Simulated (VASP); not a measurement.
# Rh (Fm-3m) in VASP: a series of runs, part 2 of 3

VASP 6.6.1. Earlier steps stand in the parts before.

## (4) Relaxation of the atoms, r2SCAN (a relaxed cell with its volume scaled by 0.94)

Contents of INCAR:

```
PREC = Accurate ; ENCUT = 600
EDIFF = 1E-7 ; ISMEAR = 1
SIGMA = 0.1 ; LREAL = F
LASPH = T ; NELM = 80
ALGO = Normal ; ISIF = 2
LWAVE = F ; LCHARG = F
METAGGA = R2SCAN ; LMIXTAU = T
IBRION = 2 ; NSW = 40
EDIFFG = -0.01
```

Contents of KPOINTS:

```
regular mesh
0
Gamma
  16 16 16
```

Contents of POSCAR:

```
Rh                                      
1.0
    0.0000000000      1.8636823267      1.8636823267
    1.8636823267      0.0000000000      1.8636823267
    1.8636823267      1.8636823267      0.0000000000
  Rh            
     1
Direct
     0.0000000000000000    0.0000000000000000    0.0000000000000000
```

Potentials or basis: VASP PAW PBE potentials, release 64 (Rh_pv).

On the command line:

```
$ cat potpaw_PBE.64/Rh_pv/POTCAR > POTCAR
$ mpirun -np 1 vasp_std > vasp.out
```

OUTCAR:

```text
PREC = Accurate
   ENCUT = 600
   EDIFF = 1E-7
   ISMEAR = 1
   LREAL = F
   LASPH = T
   NELM = 80
   ISIF = 2
   METAGGA = R2SCAN
   IBRION = 2
   NSW = 40
   EDIFFG = -0.01

 ion  position               nearest neighbor table
   1  0.000  0.000  0.000-

  LATTYP: Found a face centered cubic cell.
 ALAT       =     3.7273646534

  Lattice vectors:

 A1 = (   0.0000000000,   1.8636823267,   1.8636823267)
 A2 = (   1.8636823267,   0.0000000000,   1.8636823267)
 A3 = (   1.8636823267,   1.8636823267,   0.0000000000)

Analysis of symmetry for initial positions (statically):
=====================================================================
 Subroutine PRICEL returns:
 Original cell was already a primitive cell.

 Routine SETGRP: Setting up the symmetry group for a
 face centered cubic supercell.

 Subroutine GETGRP returns: Found 48 space group operations
 (whereof 48 operations were pure point group operations)
 out of a pool of 48 trial point group operations.

The static configuration has the point symmetry O_h .

Analysis of symmetry for dynamics (positions and initial velocities):
=====================================================================
 Subroutine PRICEL returns:
 Original cell was already a primitive cell.

 Routine SETGRP: Setting up the symmetry group for a
 face centered cubic supercell.

 Subroutine GETGRP returns: Found 48 space group operations
 (whereof 48 operations were pure point group operations)
 out of a pool of 48 trial point group operations.

The dynamic configuration has the point symmetry O_h .

 Subroutine INISYM returns: Found 48 space group operations
 (whereof 48 operations are pure point group operations),
 and found     1 'primitive' translations

----------------------------------------------------------------------------------------

                                     Primitive cell

  volume of cell :      12.9463

  direct lattice vectors                    reciprocal lattice vectors
     0.000000000  1.863682327  1.863682327    -0.268286066  0.268286066  0.268286066
     1.863682327  0.000000000  1.863682327     0.268286066 -0.268286066  0.268286066
     1.863682327  1.863682327  0.000000000     0.268286066  0.268286066 -0.268286066

  length of vectors
     2.635644822  2.635644822  2.635644822     0.464685098  0.464685098  0.464685098

  position of ions in fractional coordinates (direct lattice)
     0.000000000  0.000000000  0.000000000

  ion indices of the primitive-cell ions
   primitive index   ion index
                 1           1

----------------------------------------------------------------------------------------

 KPOINTS: regular mesh

Automatic generation of k-mesh.
 Grid dimensions read from file:
 generate k-points for:   16   16   16

 Generating k-lattice:

  Cartesian coordinates                     Fractional coordinates (reciprocal lattice)
    -0.016767879  0.016767879  0.016767879     0.062500000  0.000000000  0.000000000
     0.016767879 -0.016767879  0.016767879     0.000000000  0.062500000  0.000000000
     0.016767879  0.016767879 -0.016767879     0.000000000  0.000000000  0.062500000

  Length of vectors
     0.029042819  0.029042819  0.029042819

  Shift w.r.t. Gamma in fractional coordinates (k-lattice)
     0.000000000  0.000000000  0.000000000

 Subroutine IBZKPT returns following result:
 ===========================================

 Found    145 irreducible k-points:

 Following reciprocal coordinates:
            Coordinates               Weight
  0.000000  0.000000  0.000000      1.000000
  0.062500  0.000000  0.000000      8.000000
  0.125000  0.000000  0.000000      8.000000
  0.187500  0.000000  0.000000      8.000000
  0.250000  0.000000  0.000000      8.000000
  0.312500  0.000000  0.000000      8.000000
[... 16 lines left out ...]
 -0.125000  0.062500  0.000000     24.000000
 -0.062500  0.062500  0.000000     12.000000
 [... further k-points ...]
   k-points           NKPTS =    145   k-points in BZ     NKDIM =    145   number of bands    NBANDS=     11
   number of dos      NEDOS =    301   number of ions     NIONS =      1
   total plane-waves  NPLWV =  13824
   dimension x,y,z NGX =    24 NGY =   24 NGZ =   24
   dimension x,y,z NGXF=    48 NGYF=   48 NGZF=   48
   ions per type =               1
   NGX,Y,Z   is equivalent  to a cutoff of  15.14, 15.14, 15.14 a.u.
   NGXF,Y,Z  is equivalent  to a cutoff of  30.28, 30.28, 30.28 a.u.
 SYSTEM =  unknown system
   PREC   = accura    normal or accurate (medium, high low for compatibility)
   ISTART =      0    job   : 0-new  1-cont  2-samecut
   ICHARG =      2    charge: 1-file 2-atom 10-const
   ISPIN  =      1    spin polarized calculation?
   LNONCOLLINEAR =      F non collinear calculations
   LSORBIT =      F    spin-orbit coupling
   LASPH  =      T    aspherical Exc in radial PAW
   ENCUT  =  600.0 eV  44.10 Ry    6.64 a.u.   5.26  5.26  5.26*2*pi/ulx,y,z
   NELM   =     80;   NELMIN=  2; NELMDL= -5     # of ELM steps
   EDIFF  = 0.1E-06   stopping-criterion for ELM
   LREAL  =      F    real-space projection
   EDIFFG = -.1E-01   stopping-criterion for IOM
   NSW    =     40    number of steps for IOM
   IBRION =      2    ionic relax: 0-MD 1-quasi-New 2-CG
   NFREE  =      1    steps in history (QN), initial steepest desc. (CG)
   ISIF   =      2    stress and relaxation
   ISYM   =      2    0-nonsym 1-usesym 2-fastsym
   POTIM  = 0.5000    time-step for ionic-motion
   TEBEG  =    0.0;   TEEND  =   0.0 temperature during run
   PSTRESS=    0.0 pullay stress
   NELECT =      15.0000    total number of electrons
   NUPDOWN=      -1.0000    fix difference up-down
   EMIN   =  10.00;   EMAX   =-10.00  energy-range for DOS
   EFERMI =   0.00;   METHOD = LEGACY
   ISMEAR =     1;   SIGMA  =   0.10  broadening in eV -4-tet -1-fermi 0-gaus
   EFERMI_NEDOS =   21; number of points for ismear=-14 and -15
   IALGO  =     38    algorithm
   IMIX   =      4    mixing-type and parameters
     AMIX     =   0.40;   BMIX     =  1.00
     AMIX_MAG =   1.60;   BMIX_MAG =  1.00
  volume/ion in A,a.u.               =      12.95        87.37
  Fermi-wavevector in a.u.,A,eV,Ry     =   1.719452  3.249293 40.225827  2.956515
  Thomas-Fermi vector in A             =   2.796076
   LORBIT       =      0    0 simple, 1 ext, 2 COOP (PROOUT), +10 PAW based schemes
   METAGGA = R2SCAN    functional components
   LHFCALC =     F    Hartree Fock is set to
   AEXX    =    0.0000 exact exchange contribution
   IVDW    =     0    specifies the selected vdW correction
   LEPSILON=     F    determine dielectric tensor
   LRPA    =     F    only Hartree local field effects (RPA)
 conjugate gradient relaxation of ions
 non-spin polarized calculation
 Methfessel and Paxton  Order N= 1 SIGMA  =   0.10
  energy-cutoff  :      600.00
  volume of cell :       12.95
 maximum number of plane-waves:       445
 NGX is ok and might be reduce to    24
   NGX = 11   NGY = 11   NGZ = 11

 number of electron      14.9999999 magnetization

 Free energy of the ion-electron system (eV)
  ---------------------------------------------------
  ext. energy  EPLUGINS =         0.00000000
  ---------------------------------------------------
  free energy    TOTEN  =       -24.08553343 eV

  energy without entropy =      -24.08478716  energy(sigma->0) =      -24.08528467

 E-fermi :  12.8480     XC(G=0): -15.6585

 val. band max:       12.8264217920   @ k =   0.5000   0.3125   0.1250
 cond. band min:      12.8504675098   @ k =   0.4375   0.1250   0.0625
 fundamental gap:      0.0240457178
 Fermi energy:        12.8480322482

 k-point     1 :       0.0000    0.0000    0.0000
  band No.  band energies     occupation
      1     -35.0179      2.00000
      2     -35.0179      2.00000
      3     -35.0179      2.00000
      4       4.2335      2.00000
      5       9.3918      2.00000
      6       9.3918      2.00000
      7       9.3918      2.00000
      8      11.7091      2.00000
      9      11.7091      2.00000
     10      29.5270      0.00000
     11      30.2047      0.00000
[... 309 lines left out ...]
 k-point    24 :      -0.0625    0.0625    0.0000
  band No.  band energies     occupation
      1     -35.1101      2.00000
      2     -35.0455      2.00000
      3     -35.0249      2.00000
      4       4.6901      2.00000
      5       9.1600      2.00000
      6       9.5567      2.00000
      7       9.6125      2.00000
      8      11.4929      2.00000
      9      11.7373      2.00000
     10      30.2045      0.00000
     11      30.2049      0.00000

 [... further k-points ...]

------------------------ aborting loop because EDIFF is reached ----------------------------------------

  FORCE on cell =-STRESS in cart. coord.  units (eV):
  Direction    XX          YY          ZZ          XY          YZ          ZX
  --------------------------------------------------------------------------------------
  -------------------------------------------------------------------------------------
  Total        1.6551804      1.6551804      1.6551804      0.0000000      0.0000000      0.0000000
  in kB      204.8378690    204.8378690    204.8378690      0.0000000      0.0000000      0.0000000
  external PRESSURE =     204.8378690 kB  Pullay stress =       0.0000000 kB

 VOLUME and BASIS-vectors are now :
 -----------------------------------------------------------------------------
  energy-cutoff  :      600.00
  volume of cell :       12.95
      direct lattice vectors                 reciprocal lattice vectors
     0.000000000  1.863682327  1.863682327    -0.268286066  0.268286066  0.268286066
     1.863682327  0.000000000  1.863682327     0.268286066 -0.268286066  0.268286066
     1.863682327  1.863682327  0.000000000     0.268286066  0.268286066 -0.268286066

 POSITION                                       TOTAL-FORCE (eV/Angst)
 -----------------------------------------------------------------------------------
      0.00000      0.00000      0.00000         0.000000      0.000000      0.000000
 -----------------------------------------------------------------------------------
    total drift:                                0.000000      0.000000      0.000000

  FREE ENERGIE OF THE ION-ELECTRON SYSTEM (eV)
  ---------------------------------------------------
  free  energy   TOTEN  =       -24.0855334319 eV

  energy  without entropy=      -24.0847871585  energy(sigma->0) =      -24.08528467

 reached required accuracy - stopping structural energy minimisation
```

OSZICAR:

```text
N       E                     dE             d eps       ncg     rms          rms(c)
DAV:   1     0.110675148806E+03    0.11068E+03   -0.10361E+04  3198   0.169E+03
DAV:   2    -0.272178060021E+02   -0.13789E+03   -0.13224E+03  3250   0.429E+02
DAV:   3    -0.290072958801E+02   -0.17895E+01   -0.17720E+01  3778   0.550E+01
DAV:   4    -0.290182826106E+02   -0.10987E-01   -0.10984E-01  3607   0.441E+00
DAV:   5    -0.290184839939E+02   -0.20138E-03   -0.20137E-03  3929   0.504E-01    0.147E+01
DAV:   6    -0.237679511122E+02    0.52505E+01   -0.60927E+00  3415   0.381E+01    0.305E+00
DAV:   7    -0.240727525781E+02   -0.30480E+00   -0.50694E-01  3295   0.111E+01    0.292E+00
DAV:   8    -0.240796246032E+02   -0.68720E-02   -0.53503E-02  3508   0.343E+00    0.573E-01
DAV:   9    -0.240855382362E+02   -0.59136E-02   -0.17801E-02  3520   0.153E+00    0.159E-01
DAV:  10    -0.240853720253E+02    0.16621E-03   -0.27068E-03  3694   0.613E-01    0.133E-01
DAV:  11    -0.240855368781E+02   -0.16485E-03   -0.42107E-04  3616   0.297E-01    0.241E-02
DAV:  12    -0.240855215820E+02    0.15296E-04   -0.36716E-05  3670   0.724E-02    0.230E-02
DAV:  13    -0.240855251451E+02   -0.35632E-05   -0.30746E-05  3556   0.848E-02    0.647E-03
DAV:  14    -0.240855333482E+02   -0.82031E-05   -0.48157E-06  3658   0.204E-02    0.150E-03
DAV:  15    -0.240855330335E+02    0.31473E-06   -0.18284E-07  3753   0.435E-03    0.697E-04
DAV:  16    -0.240855334928E+02   -0.45927E-06   -0.17255E-08  2108   0.177E-03    0.401E-04
DAV:  17    -0.240855334319E+02    0.60893E-07   -0.24479E-08  1928   0.168E-03
   1 F= -.24085533E+02 E0= -.24085285E+02  d E =-.240855E+02
```

Wall time 41 s (1 thread of Intel Xeon 6975P-C (Granite Rapids), shared host); peak memory 0.16 GiB.

Results:

* Free energy: -24.0855 eV
* Pressure after relaxing: 20.5 GPa
* Band gap on the k mesh: none (metal or under the smearing width)

Final structure:
```cif
data_structure
_symmetry_space_group_name_H-M 'P 1'
_symmetry_Int_Tables_number 1
_cell_length_a 2.6356
_cell_length_b 2.6356
_cell_length_c 2.6356
_cell_angle_alpha 60.000
_cell_angle_beta 60.000
_cell_angle_gamma 60.000
_cell_volume 12.95
loop_
_atom_site_label
_atom_site_type_symbol
_atom_site_fract_x
_atom_site_fract_y
_atom_site_fract_z
_atom_site_occupancy
Rh1 Rh 0.00000 0.00000 0.00000 1
```

Levels at points of the mesh, in eV from the Fermi level:
| k point | band 4 | band 5 | band 6 | band 7 | band 8 | band 9 | band 10 | band 11 |
| --- | --- | --- | --- | --- | --- | --- | --- | --- |
| (0.00, 0.00, 0.00) | -8.61 | -3.46 | -3.46 | -3.46 | -1.14 | -1.14 | 16.68 | 17.36 |
| (0.50, 0.00, 0.00) | -6.85 | -3.58 | -3.58 | 0.69 | 0.69 | 0.87 | 9.79 | 16.26 |
| (0.50, 0.50, 0.00) | -7.14 | -6.74 | 0.61 | 1.19 | 1.19 | 3.61 | 13.72 | 14.41 |

Caveat: the relaxation stopped at its first step, so nothing moved; the PAW data sets were made with another functional, which shifts forces and pressure a little.

(Continued in part 3 of 3.)
